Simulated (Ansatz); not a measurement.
Crystal structures of vanadium under LDA

Computed with DFT, LDA (PW92), plane waves (420 eV) with PAW, scalar-relativistic (Ansatz 0.2.0). The PAW files were generated under PBE, with cores re-solved for the functional.

Each structure is relaxed within its own symmetry, so a high-lying one may be dynamically unstable.

(1) Rank these structures of vanadium by energy per atom, lowest first.
A. dhcp
B. simple cubic
C. bcc
D. hcp
E. A15
F. omega (AlB2-type)
G. fcc
H. diamond

```
        structure  ΔE (meV/atom)  V (Å³/atom)                                    cell     magnetic state
              bcc              0        12.54                             a = 2.927 Å  spin not included
              A15             66        12.80                             a = 4.678 Å  spin not included
omega (AlB2-type)            136        12.73  a = 4.367 Å, c = 2.312 Å (c/a = 0.529)  spin not included
             dhcp            268        12.91  a = 2.545 Å, c = 9.206 Å (c/a = 3.618)  spin not included
              hcp            279        12.90  a = 2.538 Å, c = 4.625 Å (c/a = 1.822)  spin not included
              fcc            289        12.98                             a = 3.731 Å  spin not included
     simple cubic            857        13.49                             a = 2.381 Å  spin not included
          diamond           2417        16.60                             a = 5.102 Å  spin not included
```

ΔE counts from bcc.

Differences under about 8 meV lie within the error of the k-point mesh.

Answers

(1) C (0 meV/atom), E (66 meV/atom), F (136 meV/atom), A (268 meV/atom), D (279 meV/atom), G (289 meV/atom), B (857 meV/atom), H (2417 meV/atom).
